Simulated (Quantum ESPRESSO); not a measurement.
# How biaxial strain moves the moments of MnSi

Aim: follow moments and order energies of MnSi with biaxial strain.

Main program and level: Quantum ESPRESSO 7.5; PBE; plane waves with GBRV 1.5 PBE potentials, no spin-orbit coupling.

## Step 1: Starting point

The structure is cubic, space group P2_13 (No. 198). Conventional cell: a = 4.558 Å, b = 4.558 Å, c = 4.558 Å, α = 90.00°, β = 90.00°, γ = 90.00°. Nearest to Mn lie 7 Si at 2.31 to 2.55 Å. Nearest to Si lie 7 Mn at 2.31 to 2.55 Å. Farther neighbours are not listed.

The lattice constants were typed from memory of published values and not checked against a source.

## Step 2: Biaxial 0.97, ferro ++++

Lengths in the Cartesian xy plane scale by the factor; z is kept. Atoms keep their fractional places. Seeded atoms are those given a starting moment.

The input, pw.in:

```
&CONTROL
  calculation = 'scf'
  prefix = 'pwscf'
  outdir = './tmp'
  pseudo_dir = './pseudo'
  disk_io = 'nowf'
  tprnfor = .true.
  tstress = .true.
/
&SYSTEM
  ibrav = 0
  celldm(1) = 8
  nat = 8
  ntyp = 2
  ecutwfc = 40
  ecutrho = 280
  nbnd = 57
  occupations = 'smearing'
  smearing = 'fd'
  degauss = 0.00367493
  nspin = 2
  starting_magnetization(1) = 0.2333
  starting_magnetization(2) = 0
/
&ELECTRONS
  conv_thr = 1.6d-08
  electron_maxstep = 150
  mixing_beta = 0.3
/
ATOMIC_SPECIES
Mn     54.9380 mn_pbe_v1.5.uspp.F.UPF
Si     28.0850 si_pbe_v1.uspp.F.UPF
CELL_PARAMETERS alat
   1.0443713157204    0.0000000000000    0.0000000000000
   0.0000000000000    1.0443713157204    0.0000000000000
   0.0000000000000    0.0000000000000    1.0766714595055
ATOMIC_POSITIONS crystal
Mn      0.1370000000    0.1370000000    0.1370000000
Mn      0.6370000000    0.3630000000    0.8630000000
Mn      0.8630000000    0.6370000000    0.3630000000
Mn      0.3630000000    0.8630000000    0.6370000000
Si      0.8450000000    0.8450000000    0.8450000000
Si      0.3450000000    0.6550000000    0.1550000000
Si      0.1550000000    0.3450000000    0.6550000000
Si      0.6550000000    0.1550000000    0.3450000000
K_POINTS automatic
6 6 6 0 0 0
```

Run with:

```
> OMP_NUM_THREADS=1 mpirun -n 4 pw.x -nk 4 -in pw.in > pw.out
```

Output:

```text
Program PWSCF v.7.5 starts

     Message from routine setup:
     using ibrav=0 with symmetry is DISCOURAGED, use correct ibrav instead

     K-points division:     npool     =       4
     Subspace diagonalization in iterative solution of the eigenvalue problem:

     bravais-lattice index     =            0
     lattice parameter (alat)  =       8.0000  a.u.
     unit-cell volume          =     601.2610 (a.u.)^3
     number of atoms/cell      =            8
     number of atomic types    =            2
     number of electrons       =        76.00
     number of Kohn-Sham states=           57
     kinetic-energy cutoff     =      40.0000  Ry
     charge density cutoff     =     280.0000  Ry
     scf convergence threshold =      1.6E-08
     mixing beta               =       0.3000
     number of iterations used =            8  plain     mixing
     Exchange-correlation= SLA  PW   PBE  PBE
                           (   1   4   3   4   0   0   0)

     celldm(1)=   8.000000  celldm(2)=   0.000000  celldm(3)=   0.000000
     celldm(4)=   0.000000  celldm(5)=   0.000000  celldm(6)=   0.000000

     crystal axes: (cart. coord. in units of alat)
               a(1) = (   1.044371   0.000000   0.000000 )
               a(2) = (   0.000000   1.044371   0.000000 )
               a(3) = (   0.000000   0.000000   1.076671 )

     reciprocal axes: (cart. coord. in units 2 pi/alat)
               b(1) = (  0.957514  0.000000  0.000000 )
               b(2) = (  0.000000  0.957514  0.000000 )
               b(3) = (  0.000000  0.000000  0.928788 )

     PseudoPot. # 1 for Mn read from file:
     mn_pbe_v1.5.uspp.F.UPF
     Pseudo is Ultrasoft + core correction, Zval = 15.0

     PseudoPot. # 2 for Si read from file:
     si_pbe_v1.uspp.F.UPF
     Pseudo is Ultrasoft + core correction, Zval =  4.0

     atomic species   valence    mass     pseudopotential
     Mn               15.00    54.93800     Mn( 1.00)
     Si                4.00    28.08500     Si( 1.00)

     Starting magnetic structure
     atomic species   magnetization
     Mn              0.233
     Si              0.000

      4 Sym. Ops. (no inversion) found ( 3 have fractional translation)

   Cartesian axes

     site n.     atom                  positions (alat units)
         1        Mn     tau(   1) = (   0.1430789   0.1430789   0.1475040  )
         2        Mn     tau(   2) = (   0.6652645   0.3791068   0.9291675  )
         3        Mn     tau(   3) = (   0.9012924   0.6652645   0.3908317  )
         4        Mn     tau(   4) = (   0.3791068   0.9012924   0.6858397  )
         5        Si     tau(   5) = (   0.8824938   0.8824938   0.9097874  )
         6        Si     tau(   6) = (   0.3603081   0.6840632   0.1668841  )
         7        Si     tau(   7) = (   0.1618776   0.3603081   0.7052198  )
         8        Si     tau(   8) = (   0.6840632   0.1618776   0.3714517  )

     number of k points=    64  Fermi-Dirac smearing, width (Ry)=  0.0037
                       cart. coord. in units 2pi/alat
        k(    1) = (   0.0000000   0.0000000   0.0000000), wk =   0.0046296
        k(    2) = (   0.0000000   0.0000000   0.1547981), wk =   0.0092593
        k(    3) = (   0.0000000   0.0000000   0.3095961), wk =   0.0092593
        k(    4) = (   0.0000000   0.0000000  -0.4643942), wk =   0.0046296
        k(    5) = (   0.0000000   0.1595856   0.0000000), wk =   0.0092593
        [... 59 further k-points ...]

     Dense  grid:    47481 G-vectors     FFT dimensions: (  48,  48,  48)

     Smooth grid:    20551 G-vectors     FFT dimensions: (  36,  36,  36)

     Check: negative core charge=   -0.000041
     Generating pointlists ...
     new r_m :   0.2202 (alat units)  1.7612 (a.u.) for type    1
     new r_m :   0.2202 (alat units)  1.7612 (a.u.) for type    2

     Initial potential from superposition of free atoms

     starting charge      73.9970, renormalised to      76.0000
     Starting wfcs are   68 randomized atomic wfcs

     Self-consistent Calculation

     iteration #  1     ecut=    40.00 Ry     beta= 0.30
     Davidson diagonalization with overlap
     ethr =  1.00E-02,  avg # of iterations =  4.7

     total energy              =    -881.44706589 Ry
     estimated scf accuracy    <       7.17575225 Ry

     total magnetization       =     5.95 Bohr mag/cell
     absolute magnetization    =     7.18 Bohr mag/cell

     iteration #  2     ecut=    40.00 Ry     beta= 0.30
     Davidson diagonalization with overlap
     ethr =  9.44E-03,  avg # of iterations =  2.2

     total energy              =    -883.00867042 Ry
     estimated scf accuracy    <       2.95260001 Ry

     total magnetization       =     7.83 Bohr mag/cell
     absolute magnetization    =     9.03 Bohr mag/cell

     [... further iterations left out ...]

     iteration # 27     ecut=    40.00 Ry     beta= 0.30
     Davidson diagonalization with overlap
     ethr =  1.08E-10,  avg # of iterations =  2.0

     total energy              =    -883.48154388 Ry
     estimated scf accuracy    <       0.00000003 Ry

     total magnetization       =     3.65 Bohr mag/cell
     absolute magnetization    =     4.20 Bohr mag/cell

     iteration # 28     ecut=    40.00 Ry     beta= 0.30
     Davidson diagonalization with overlap
     ethr =  3.46E-11,  avg # of iterations =  2.0

     Magnetic moment per site  (integrated on atomic sphere of radius R)
     atom   1 (R=0.220)  charge= 12.9365  magn=  0.9167
     atom   2 (R=0.220)  charge= 12.9365  magn=  0.9167
     atom   3 (R=0.220)  charge= 12.9365  magn=  0.9167
     atom   4 (R=0.220)  charge= 12.9365  magn=  0.9167
     atom   5 (R=0.220)  charge=  1.7084  magn= -0.0348
     atom   6 (R=0.220)  charge=  1.7084  magn= -0.0348
     atom   7 (R=0.220)  charge=  1.7084  magn= -0.0348
     atom   8 (R=0.220)  charge=  1.7084  magn= -0.0348

     End of self-consistent calculation

     Number of k-points >= 100: set verbosity='high' to print the bands.

     the Fermi energy is    16.5985 ev

!    total energy              =    -883.48154390 Ry
     estimated scf accuracy    <          3.4E-09 Ry
     smearing contrib. (-TS)   =      -0.00359716 Ry
     internal energy E=F+TS    =    -883.47794674 Ry

     The total energy is F=E-TS. E is the sum of the following terms:
     one-electron contribution =    -445.28578635 Ry
     hartree contribution      =     266.76591496 Ry
     xc contribution           =    -124.47328175 Ry
     ewald contribution        =    -580.48479360 Ry

     total magnetization       =     3.64 Bohr mag/cell
     absolute magnetization    =     4.20 Bohr mag/cell

     convergence has been achieved in  28 iterations

     Forces acting on atoms (cartesian axes, Ry/au):

     atom    1 type  1   force =     0.00072208    0.00518732   -0.00235957
     atom    2 type  1   force =     0.00072208   -0.00518732    0.00235957
     atom    3 type  1   force =    -0.00072208    0.00518732    0.00235957
     atom    4 type  1   force =    -0.00072208   -0.00518732   -0.00235957
     atom    5 type  2   force =     0.00420638    0.00133853    0.00051017
     atom    6 type  2   force =     0.00420638   -0.00133853   -0.00051017
     atom    7 type  2   force =    -0.00420638    0.00133853   -0.00051017
     atom    8 type  2   force =    -0.00420638   -0.00133853    0.00051017

     Total force =     0.014525     Total SCF correction =     0.000098

     Computing stress (Cartesian axis) and pressure

          total   stress  (Ry/bohr**3)                   (kbar)     P=       77.25
   0.00073673   0.00000000   0.00000000          108.38        0.00        0.00
   0.00000000   0.00074857   0.00000000            0.00      110.12        0.00
   0.00000000   0.00000000   0.00009007            0.00        0.00       13.25

=------------------------------------------------------------------------------=
   JOB DONE.
=------------------------------------------------------------------------------=
```

Run time: 3.3 min. Hardware: 4 MPI ranks of Arm Neoverse V2, shared host; peak memory 0.74 GiB; 13 min of CPU time.

Spin moment in the atom's sphere by atom:

| atom | spin moment in the atom's sphere (μB) |
| --- | --- |
| Mn1 | 0.917 |
| Mn2 | 0.917 |
| Mn3 | 0.917 |
| Mn4 | 0.917 |
| Si5 | -0.035 |
| Si6 | -0.035 |
| Si7 | -0.035 |
| Si8 | -0.035 |

This step gave:

```
smearing term TS       : 0.04894 eV
pressure               : 7.725 GPa
magnetization          : 3.645 μB
absolute magnetization : 4.202 μB
final state            : ferromagnetic
```

## Step 3: Biaxial 0.97, no spin polarisation

pw.in: that of step 2 with these lines changed.

```diff
@@ -16,3 +16,3 @@
   ecutrho = 280
-  nbnd = 57
+  nbnd = 50
   occupations = 'smearing'
@@ -20,5 +20,2 @@
   degauss = 0.00367493
-  nspin = 2
-  starting_magnetization(1) = 0.2333
-  starting_magnetization(2) = 0
 /
```

Output:

```text
     [... lines left out ...]
Program PWSCF v.7.5 starts
     [... lines left out ...]
     number of atoms/cell      =            8
     [... lines left out ...]
     number of electrons       =        76.00
     number of Kohn-Sham states=           50
     kinetic-energy cutoff     =      40.0000  Ry
     charge density cutoff     =     280.0000  Ry
     scf convergence threshold =      1.6E-08
     [... lines left out ...]
      4 Sym. Ops. (no inversion) found ( 3 have fractional translation)
     [... lines left out ...]
     number of k points=    64  Fermi-Dirac smearing, width (Ry)=  0.0037
     [... lines left out ...]
     iteration # 12     ecut=    40.00 Ry     beta= 0.30
     [... lines left out ...]
     the Fermi energy is    16.5312 ev
!    total energy              =    -883.47032933 Ry
     estimated scf accuracy    <          5.1E-10 Ry
     smearing contrib. (-TS)   =      -0.00579210 Ry
     [... lines left out ...]
     convergence has been achieved in  12 iterations
     [... lines left out ...]
     Total force =     0.019470     Total SCF correction =     0.000023
     [... lines left out ...]
          total   stress  (Ry/bohr**3)                   (kbar)     P=       52.41
     [... lines left out ...]
```

Elapsed: 50 s, on 4 MPI ranks; peak memory 0.56 GiB.

Numbers from this step:

```
smearing term TS : 0.07881 eV
pressure         : 5.241 GPa
final state      : non-magnetic (no spin polarisation)
```

## Step 4: Biaxial 1.03, ferro ++++

pw.in: that of step 3 with these lines changed.

```diff
@@ -16,3 +16,3 @@
   ecutrho = 280
-  nbnd = 50
+  nbnd = 57
   occupations = 'smearing'
@@ -20,2 +20,5 @@
   degauss = 0.00367493
+  nspin = 2
+  starting_magnetization(1) = 0.2333
+  starting_magnetization(2) = 0
 /
@@ -30,4 +33,4 @@
 CELL_PARAMETERS alat
-   1.0443713157204    0.0000000000000    0.0000000000000
-   0.0000000000000    1.0443713157204    0.0000000000000
+   1.1089716032907    0.0000000000000    0.0000000000000
+   0.0000000000000    1.1089716032907    0.0000000000000
    0.0000000000000    0.0000000000000    1.0766714595055
```

Output:

```text
     [... lines left out ...]
Program PWSCF v.7.5 starts
     [... lines left out ...]
     number of atoms/cell      =            8
     [... lines left out ...]
     number of electrons       =        76.00
     number of Kohn-Sham states=           57
     kinetic-energy cutoff     =      40.0000  Ry
     charge density cutoff     =     280.0000  Ry
     scf convergence threshold =      1.6E-08
     [... lines left out ...]
      4 Sym. Ops. (no inversion) found ( 3 have fractional translation)
     [... lines left out ...]
     number of k points=    64  Fermi-Dirac smearing, width (Ry)=  0.0037
     [... lines left out ...]
     iteration # 21     ecut=    40.00 Ry     beta= 0.30
     [... lines left out ...]
     Magnetic moment per site  (integrated on atomic sphere of radius R)
     atom   1 (R=0.229)  charge= 13.0493  magn=  1.3739
     atom   2 (R=0.229)  charge= 13.0493  magn=  1.3739
     atom   3 (R=0.229)  charge= 13.0493  magn=  1.3739
     atom   4 (R=0.229)  charge= 13.0493  magn=  1.3739
     atom   5 (R=0.229)  charge=  1.8036  magn= -0.0739
     atom   6 (R=0.229)  charge=  1.8036  magn= -0.0739
     atom   7 (R=0.229)  charge=  1.8036  magn= -0.0739
     atom   8 (R=0.229)  charge=  1.8036  magn= -0.0739
     [... lines left out ...]
     the Fermi energy is    14.5455 ev
!    total energy              =    -883.45669268 Ry
     estimated scf accuracy    <       0.00000001 Ry
     smearing contrib. (-TS)   =      -0.00476764 Ry
     [... lines left out ...]
     total magnetization       =     5.22 Bohr mag/cell
     absolute magnetization    =     6.33 Bohr mag/cell
     convergence has been achieved in  21 iterations
     [... lines left out ...]
     Total force =     0.018836     Total SCF correction =     0.000100
     [... lines left out ...]
          total   stress  (Ry/bohr**3)                   (kbar)     P=     -132.21
     [... lines left out ...]
```

Run time: 3.3 min. Hardware: 4 MPI ranks; peak memory 0.81 GiB; 13 min of CPU time.

Read from the output:

```
smearing term TS       : 0.06487 eV
pressure               : -13.22 GPa
magnetization          : 5.219 μB
absolute magnetization : 6.334 μB
final state            : ferromagnetic
largest moment         : 1.374 μB
```

## Step 5: Trends

The runs not shown differ from these in the moved quantity alone.

States, by row:

| biaxial | ferro ++++ | no spin polarisation |
| --- | --- | --- |
| 0.97 | ferromagnetic | non-magnetic |
| 0.98 | ferromagnetic | non-magnetic |
| 0.99 | ferromagnetic | non-magnetic |
| 1 | ferromagnetic | non-magnetic |
| 1.01 | ferromagnetic | non-magnetic |
| 1.02 | ferromagnetic | non-magnetic |
| 1.03 | ferromagnetic | non-magnetic |

The largest site moment, ferro ++++ by biaxial:

| biaxial (factor) | largest site moment, ferro ++++ (μB) |
| --- | --- |
| 0.9700 | 0.917 |
| 0.9800 | 0.964 |
| 0.9900 | 0.996 |
| 1.0000 | 1.02 |
| 1.0100 | 1.04 |
| 1.0200 | 1.07 |
| 1.0300 | 1.37 |

Energy less that of the parallel start, no spin polarisation against biaxial:

| biaxial (factor) | energy less that of the parallel start, no spin polarisation (meV a seeded atom) |
| --- | --- |
| 0.9700 | 38.1 |
| 0.9800 | 47.0 |
| 0.9900 | 55.5 |
| 1.0000 | 63.6 |
| 1.0100 | 71.2 |
| 1.0200 | 78.3 |
| 1.0300 | 85.5 |

Energy over the lowest against biaxial; values in meV an atom:

| biaxial (factor) | ferro ++++ | no spin polarisation |
| --- | --- | --- |
| 0.9700 | 14.6 | 33.7 |
| 0.9800 | 3.19 | 26.7 |
| 0.9900 | 0 | 27.8 |
| 1.0000 | 4.44 | 36.2 |
| 1.0100 | 15.9 | 51.4 |
| 1.0200 | 33.6 | 72.8 |
| 1.0300 | 56.9 | 99.7 |

## Step 6: Outcome

```json
{"moment, parallel start": "0.917 to 1.37 μB", "states met from these starts": "ferromagnetic"}
```

**Reading.** The moment of the parallel start goes from 0.917 μB at 0.97 to 1.37 μB at 1.03. One step is far larger than the others, the mark of a change of state, as between low and high spin. The net moment of the cell goes from 3.65 to 5.22 μB. The radius of the spheres follows the nearest distance, so part of the change of the site moments is the spheres'. Only a parallel start was run beside the spinless one, so opposed or spiral orders, which may lie lower, are not probed.

[Logs and program files are shortened in this print: banners, set-up blocks, solver, clock and traceback lines can be left out without a mark of their own.]

[Logs are printed without paths, hosts, clocks, repeated set-up lines and the standing remarks that a program may print on its own settings, such as how far it seeks lower states.]

[Hosts, paths, dates, database ids (printed as entryN), source tags and the programs' standing remarks are cut or masked in the printed files.]

[Where a cell is said to come from a database of computed structures, the database is the Materials Project.]
